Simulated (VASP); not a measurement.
# InSb (F-43m) in VASP: notebook, part 2 of 2

VASP 6.6.1. Earlier steps stand in the parts before.

## Step 4: Relaxation of cell and atoms, PBEsol

INCAR reads:

```
ALGO = Normal
EDIFF = 1E-6
EDIFFG = -0.01
ENCUT = 600
GGA = PS
IBRION = 2
ISIF = 3
ISMEAR = 0
KPAR = 4
LASPH = T
LCHARG = F
LREAL = F
LWAVE = F
NELM = 80
NSW = 90
PREC = Accurate
SIGMA = 0.03
```

KPOINTS reads:

```
k-points
0
Gamma
  10 10 10
```

POSCAR reads:

```
InSb
1.0
    0.0000000000      3.2391000000      3.2391000000
    3.2391000000      0.0000000000      3.2391000000
    3.2391000000      3.2391000000      0.0000000000
In Sb
1 1
Direct
    0.0000000000      0.0000000000      0.0000000000
    0.2500000000      0.2500000000      0.2500000000
```

Potentials or basis: VASP PAW PBE potentials, release 64 (In_d, Sb).

Command:

```bash
> cat potpaw_PBE.64/In_d/POTCAR potpaw_PBE.64/Sb/POTCAR > POTCAR
> mpirun -np 4 vasp_std > vasp.out
```

OUTCAR:

```text
EDIFF = 1E-6
   EDIFFG = -0.01
   ENCUT = 600
   GGA = PS
   IBRION = 2
   ISIF = 3
   ISMEAR = 0
   LASPH = T
   LREAL = F
   NELM = 80
   NSW = 90
   PREC = Accurate

 ion  position               nearest neighbor table
   1  0.000  0.000  0.000-   2 2.81   2 2.81   2 2.81   2 2.81
   2  0.250  0.250  0.250-   1 2.81   1 2.81   1 2.81   1 2.81

  LATTYP: Found a face centered cubic cell.
 ALAT       =     6.4782000000

  Lattice vectors:

 A1 = (   0.0000000000,   3.2391000000,   3.2391000000)
 A2 = (   3.2391000000,   0.0000000000,   3.2391000000)
 A3 = (   3.2391000000,   3.2391000000,   0.0000000000)

Analysis of symmetry for initial positions (statically):
=====================================================================
 Subroutine PRICEL returns:
 Original cell was already a primitive cell.

 Routine SETGRP: Setting up the symmetry group for a
 face centered cubic supercell.

[... 226 lines left out ...]
     11       7.6202      0.00000
     12       7.6202      0.00000
     13       7.6202      0.00000
[... 403 lines left out ...]
--------------------------------------- Ionic step        3  -------------------------------------------

 number of electron      17.9999999 magnetization

 Free energy of the ion-electron system (eV)
  ---------------------------------------------------
  ext. energy  EPLUGINS =         0.00000000
  ---------------------------------------------------
  free energy    TOTEN  =        -7.69983402 eV

  energy without entropy =       -7.69978774  energy(sigma->0) =       -7.69981088

 E-fermi :   4.7705     XC(G=0):  -8.7870

 val. band max:        4.7613194662   @ k =   0.0000   0.0000   0.0000
 cond. band min:       5.1999534592   @ k =   0.5000   0.0000   0.0000
 fundamental gap:      0.4386339930
 Fermi energy:         4.7704565425

 k-point     1 :       0.0000    0.0000    0.0000
  band No.  band energies     occupation
      1      -9.7386      2.00000
      2      -9.7386      2.00000
      3      -9.7386      2.00000
      4      -9.6574      2.00000
      5      -9.6574      2.00000
      6      -5.8669      2.00000
      7       4.3916      2.00000
      8       4.7613      1.33333
      9       4.7613      1.33333
     10       4.7613      1.33333
     11       7.6947      0.00000
     12       7.6947      0.00000
     13       7.6947      0.00000
[... 397 lines left out ...]
  FREE ENERGIE OF THE ION-ELECTRON SYSTEM (eV)
  ---------------------------------------------------
  free  energy   TOTEN  =        -7.6998340184 eV

  energy  without entropy=       -7.6997877397  energy(sigma->0) =       -7.69981088

 reached required accuracy - stopping structural energy minimisation
```

OSZICAR:

```text
N       E                     dE             d eps       ncg     rms          rms(c)
DAV:   1     0.114085304536E+03    0.11409E+03   -0.87354E+03  1222   0.155E+03
[... 23 lines left out ...]
DAV:   1    -0.770864537584E+01   -0.93034E-02   -0.22293E-01  1532   0.944E+00    0.579E-01
DAV:   2    -0.770108181815E+01    0.75636E-02   -0.17013E-02  1477   0.299E+00    0.208E-01
DAV:   3    -0.769986872852E+01    0.12131E-02   -0.37461E-03  1627   0.125E+00    0.102E-01
DAV:   4    -0.769984641985E+01    0.22309E-04   -0.12236E-04  1242   0.110E-01    0.670E-02
DAV:   5    -0.769983300319E+01    0.13417E-04   -0.18968E-05  1536   0.435E-02    0.298E-02
DAV:   6    -0.769983430767E+01   -0.13045E-05   -0.50916E-06  1729   0.238E-02    0.491E-03
DAV:   7    -0.769983401841E+01    0.28926E-06   -0.30206E-07   631   0.104E-02
   3 F= -.76998340E+01 E0= -.76998109E+01  d E =-.363393E-02
```

It took 33 s on 4 MPI ranks of Intel Xeon 6975P-C (Granite Rapids), shared host; peak memory 0.27 GiB.

What came out:

```
Free energy                            : -7.6998 eV
Relaxed volume                         : 34.66 Å³/atom
Relaxed cell                           : a = 4.611 Å, b = 4.611 Å, c = 4.611 Å, α = 60.00°, β = 60.00°, γ = 60.00°
Space group after relaxing (to 0.05 Å) : F-43m (No. 216)
Energy gained by relaxing              : 1.8 meV/atom
Ionic steps                            : 3
Pressure after relaxing                : 0.0 GPa
Band gap on the k mesh                 : none (metal or under the smearing width)
```

Step by step:
| step | energy change (eV) | largest force (eV/Å) | pressure (GPa) | volume (Å³) |
| --- | --- | --- | --- | --- |
| 1 | 0.0000 | 0.0000 | 0.88 | 67.97 |
| 2 | -0.0031 | 0.0000 | -0.31 | 69.82 |
| 3 | -0.0036 | 0.0000 | -0.01 | 69.31 |

Final structure:
```cif
data_structure
_symmetry_space_group_name_H-M 'P 1'
_symmetry_Int_Tables_number 1
_cell_length_a 4.6108
_cell_length_b 4.6108
_cell_length_c 4.6108
_cell_angle_alpha 60.000
_cell_angle_beta 60.000
_cell_angle_gamma 60.000
_cell_volume 69.31
loop_
_atom_site_label
_atom_site_type_symbol
_atom_site_fract_x
_atom_site_fract_y
_atom_site_fract_z
_atom_site_occupancy
In1 In 0.00000 0.00000 0.00000 1
Sb1 Sb 0.25000 0.25000 0.25000 1
```

Caveat: the PAW data sets were made with another functional, which shifts forces and pressure a little; this crystal is a semiconductor, whose small gap the functional closes, so the metal is an error of the method. Zero-point motion and thermal expansion aren't in these numbers.

## Step 5: Relaxation of cell and atoms, PBEsol

This run uses another cell than the first one, of 34.66 Å³/atom, 1.020 times its volume.

INCAR, as its differences from that of step 4:

```diff
@@ -1,4 +1,4 @@
 ALGO = Normal
-EDIFF = 1E-6
-EDIFFG = -0.01
+EDIFF = 1E-7
+EDIFFG = -0.005
 ENCUT = 600
```

KPOINTS is that of step 4.

POSCAR reads:

```
InSb                                    
1.0
    0.0000000000      3.2603245811      3.2603245811
    3.2603245811      0.0000000000      3.2603245811
    3.2603245811      3.2603245811     -0.0000000000
  In              Sb            
     1     1
Direct
     0.0000000000000000    0.0000000000000000    0.0000000000000000
     0.2500000000000000    0.2500000000000000    0.2500000000000000
```

Potentials or basis: VASP PAW PBE potentials, release 64 (In_d, Sb).

Command:

```bash
> cat potpaw_PBE.64/In_d/POTCAR potpaw_PBE.64/Sb/POTCAR > POTCAR
> mpirun -np 4 vasp_std > vasp.out
```

OUTCAR:

```text
EDIFF = 1E-7
   EDIFFG = -0.005
   ENCUT = 600
   GGA = PS
   IBRION = 2
   ISIF = 3
   ISMEAR = 0
   LASPH = T
   LREAL = F
   NELM = 80
   NSW = 90
   PREC = Accurate

 ion  position               nearest neighbor table
   1  0.000  0.000  0.000-   2 2.82   2 2.82   2 2.82   2 2.82
   2  0.250  0.250  0.250-   1 2.82   1 2.82   1 2.82   1 2.82

  LATTYP: Found a face centered cubic cell.
 ALAT       =     6.5206491622

  Lattice vectors:

 A1 = (   0.0000000000,   3.2603245811,   3.2603245811)
 A2 = (   3.2603245811,   0.0000000000,   3.2603245811)
 A3 = (   3.2603245811,   3.2603245811,   0.0000000000)

Analysis of symmetry for initial positions (statically):
=====================================================================
 Subroutine PRICEL returns:
 Original cell was already a primitive cell.

 Routine SETGRP: Setting up the symmetry group for a
 face centered cubic supercell.

 Subroutine GETGRP returns: Found 24 space group operations
 (whereof 24 operations were pure point group operations)
 out of a pool of 48 trial point group operations.

The static configuration has the point symmetry T_d .

Analysis of symmetry for dynamics (positions and initial velocities):
=====================================================================
 Subroutine PRICEL returns:
 Original cell was already a primitive cell.

 Routine SETGRP: Setting up the symmetry group for a
 face centered cubic supercell.

 Subroutine GETGRP returns: Found 24 space group operations
 (whereof 24 operations were pure point group operations)
 out of a pool of 48 trial point group operations.

The dynamic configuration has the point symmetry T_d .

 Subroutine INISYM returns: Found 24 space group operations
 (whereof 24 operations are pure point group operations),
 and found     1 'primitive' translations

----------------------------------------------------------------------------------------

                                     Primitive cell

  volume of cell :      69.3127

[... 123 lines left out ...]
  volume of cell :       69.31
 maximum number of plane-waves:      2334
 NGX is ok and might be reduce to    40
   NGX = 19   NGY = 19   NGZ = 19

 number of electron      17.9999999 magnetization

 Free energy of the ion-electron system (eV)
  ---------------------------------------------------
  ext. energy  EPLUGINS =         0.00000000
  ---------------------------------------------------
  free energy    TOTEN  =        -7.69993792 eV

  energy without entropy =       -7.69989164  energy(sigma->0) =       -7.69991478

 E-fermi :   4.7704     XC(G=0):  -8.7871

 val. band max:        4.7612871962   @ k =   0.0000   0.0000   0.0000
 cond. band min:       5.1998313325   @ k =   0.5000   0.0000   0.0000
 fundamental gap:      0.4385441363
 Fermi energy:         4.7704242703

 k-point     1 :       0.0000    0.0000    0.0000
  band No.  band energies     occupation
      1      -9.7389      2.00000
      2      -9.7389      2.00000
      3      -9.7389      2.00000
      4      -9.6576      2.00000
      5      -9.6576      2.00000
      6      -5.8670      2.00000
      7       4.3915      2.00000
      8       4.7613      1.33333
      9       4.7613      1.33333
     10       4.7613      1.33333
     11       7.6946      0.00000
     12       7.6946      0.00000
     13       7.6946      0.00000
[... 354 lines left out ...]
  band No.  band energies     occupation
      1      -9.7997      2.00000
      2      -9.7077      2.00000
      3      -9.7068      2.00000
      4      -9.6705      2.00000
      5      -9.6512      2.00000
      6      -4.5370      2.00000
      7      -0.1967      2.00000
      8       2.6454      2.00000
      9       2.8980      2.00000
     10       6.2252      0.00000
     11       6.9884      0.00000
     12      10.5039      0.00000
     13      11.0533      0.00000

 [... further k-points ...]

------------------------ aborting loop because EDIFF is reached ----------------------------------------

  FORCE on cell =-STRESS in cart. coord.  units (eV):
  Direction    XX          YY          ZZ          XY          YZ          ZX
  --------------------------------------------------------------------------------------
  -------------------------------------------------------------------------------------
  Total        0.0011277      0.0011277      0.0011277      0.0000000      0.0000000     -0.0000000
  in kB        0.0260662      0.0260662      0.0260662      0.0000000      0.0000000     -0.0000000
  external PRESSURE =       0.0260662 kB  Pullay stress =       0.0000000 kB

 VOLUME and BASIS-vectors are now :
 -----------------------------------------------------------------------------
  energy-cutoff  :      600.00
  volume of cell :       69.31
      direct lattice vectors                 reciprocal lattice vectors
     0.000000000  3.260324581  3.260324581    -0.153358964  0.153358964  0.153358964
     3.260324581  0.000000000  3.260324581     0.153358964 -0.153358964  0.153358964
     3.260324581  3.260324581  0.000000000     0.153358964  0.153358964 -0.153358964

 POSITION                                       TOTAL-FORCE (eV/Angst)
 -----------------------------------------------------------------------------------
      0.00000      0.00000      0.00000         0.000000      0.000000      0.000000
      1.63016      1.63016      1.63016        -0.000000     -0.000000     -0.000000
 -----------------------------------------------------------------------------------
    total drift:                               -0.000000     -0.000000     -0.000000

  FREE ENERGIE OF THE ION-ELECTRON SYSTEM (eV)
  ---------------------------------------------------
  free  energy   TOTEN  =        -7.6999379196 eV

  energy  without entropy=       -7.6998916409  energy(sigma->0) =       -7.69991478

 reached required accuracy - stopping structural energy minimisation
```

OSZICAR:

```text
N       E                     dE             d eps       ncg     rms          rms(c)
DAV:   1     0.114625726158E+03    0.11463E+03   -0.86275E+03  1222   0.149E+03
DAV:   2     0.230690781659E-01   -0.11460E+03   -0.11216E+03  1282   0.326E+02
DAV:   3    -0.762462198466E+01   -0.76477E+01   -0.75842E+01  1542   0.899E+01
DAV:   4    -0.783112128054E+01   -0.20650E+00   -0.20639E+00  1488   0.170E+01
DAV:   5    -0.784121685417E+01   -0.10096E-01   -0.10095E-01  1786   0.315E+00    0.393E+00
DAV:   6    -0.772255949677E+01    0.11866E+00   -0.20557E-01  1649   0.835E+00    0.223E+00
DAV:   7    -0.770033595758E+01    0.22224E-01   -0.73761E-02  1567   0.323E+00    0.619E-01
DAV:   8    -0.769954336213E+01    0.79260E-03   -0.77022E-03  1654   0.121E+00    0.263E-01
DAV:   9    -0.769990805476E+01   -0.36469E-03   -0.69945E-04  1372   0.281E-01    0.656E-02
DAV:  10    -0.769991542179E+01   -0.73670E-05   -0.33361E-05  1655   0.502E-02    0.338E-02
DAV:  11    -0.769993744184E+01   -0.22020E-04   -0.34495E-05  1347   0.511E-02    0.193E-02
DAV:  12    -0.769993800419E+01   -0.56235E-06   -0.88637E-07  1450   0.798E-03    0.529E-03
DAV:  13    -0.769993791963E+01    0.84560E-07   -0.55214E-07  1322   0.712E-03
   1 F= -.76999379E+01 E0= -.76999148E+01  d E =-.769994E+01
```

Run time: 15 s. Hardware: 4 MPI ranks of Intel Xeon 6975P-C (Granite Rapids), shared host; peak memory 0.26 GiB.

Results:

```yaml
Free_energy: -7.6999 eV
Pressure_after_relaxing: 0.0 GPa
Band_gap_on_the_k_mesh: none (metal or under the smearing width)
```

Final structure:
```cif
data_structure
_symmetry_space_group_name_H-M 'P 1'
_symmetry_Int_Tables_number 1
_cell_length_a 4.6108
_cell_length_b 4.6108
_cell_length_c 4.6108
_cell_angle_alpha 60.000
_cell_angle_beta 60.000
_cell_angle_gamma 60.000
_cell_volume 69.31
loop_
_atom_site_label
_atom_site_type_symbol
_atom_site_fract_x
_atom_site_fract_y
_atom_site_fract_z
_atom_site_occupancy
In1 In 0.00000 0.00000 0.00000 1
Sb1 Sb 0.25000 0.25000 0.25000 1
```

Caveat: the relaxation stopped at its first step, so nothing moved; the PAW data sets were made with another functional, which shifts forces and pressure a little; this crystal is a semiconductor, whose small gap the functional closes, so the metal is an error of the method.

## Step 6: Relaxation of cell and atoms, PBEsol

INCAR reads:

```
SYSTEM = InSb
PREC = Accurate ; ENCUT = 600
EDIFF = 1E-6 ; ISMEAR = 0
SIGMA = 0.03 ; LREAL = .FALSE.
LASPH = .TRUE. ; NELM = 80
ALGO = Normal ; ISIF = 3
LWAVE = .FALSE. ; LCHARG = .FALSE.
GGA = PS ; IBRION = 2
NSW = 90 ; EDIFFG = -0.01
```

KPOINTS reads:

```
regular mesh
0
G
  10 10 10
  0 0 0
```

POSCAR reads:

```
InSb
1.0
    0.0000000000      3.2391000000      3.2391000000
    3.2391000000      0.0000000000      3.2391000000
    3.2391000000      3.2391000000      0.0000000000
In Sb
1 1
Direct
    0.0000000000      0.0000000000      0.0000000000
    0.2500000000      0.2500000000      0.2500000000
```

Potentials or basis: VASP PAW PBE potentials, release 64 (In_d, Sb).

Command:

```bash
> cat potpaw_PBE.64/In_d/POTCAR potpaw_PBE.64/Sb/POTCAR > POTCAR
> mpirun -np 1 vasp_std > vasp.out
```

Wall time 87 s (1 thread of Intel Xeon Platinum 8488C (Sapphire Rapids), shared host); peak memory 0.28 GiB.

It converged, with:

```
Free energy                            : -7.6998 eV
Relaxed volume                         : 34.66 Å³/atom
Relaxed cell                           : a = 4.611 Å, b = 4.611 Å, c = 4.611 Å, α = 60.00°, β = 60.00°, γ = 60.00°
Space group after relaxing (to 0.05 Å) : F-43m (No. 216)
Energy gained by relaxing              : 1.8 meV/atom
Ionic steps                            : 3
Pressure after relaxing                : 0.0 GPa
Band gap on the k mesh                 : none (metal or under the smearing width)
```

Step by step:
| step | energy change (eV) | largest force (eV/Å) | pressure (GPa) | volume (Å³) |
| --- | --- | --- | --- | --- |
| 1 | 0.0000 | 0.0000 | 0.88 | 67.97 |
| 2 | -0.0031 | 0.0000 | -0.31 | 69.82 |
| 3 | -0.0036 | 0.0000 | -0.01 | 69.31 |

Final structure:
```yaml
crystal:
  lattice:
    - [0.00000, 3.26032, 3.26032]
    - [3.26032, 0.00000, 3.26032]
    - [3.26032, 3.26032, 0.00000]
  atoms:
    - { symbol: In, position: [0.00000, 0.00000, 0.00000] }
    - { symbol: Sb, position: [0.25000, 0.25000, 0.25000] }
```

Levels at points of the mesh, in eV from the Fermi level:
| k point | band 6 | band 7 | band 8 | band 9 | band 10 | band 11 | band 12 | band 13 |
| --- | --- | --- | --- | --- | --- | --- | --- | --- |
| (0.00, 0.00, 0.00) | -10.64 | -0.38 | -0.01 | -0.01 | -0.01 | 2.92 | 2.92 | 2.92 |
| (0.50, 0.00, 0.00) | -9.31 | -5.58 | -0.99 | -0.99 | 0.43 | 3.76 | 3.76 | 5.96 |
| (0.50, 0.50, 0.00) | -8.72 | -5.88 | -2.22 | -2.22 | 1.27 | 1.28 | 8.00 | 8.00 |

Caveat: the PAW data sets were made with another functional, which shifts forces and pressure a little; this crystal is a semiconductor, whose small gap the functional closes, so the metal is an error of the method.
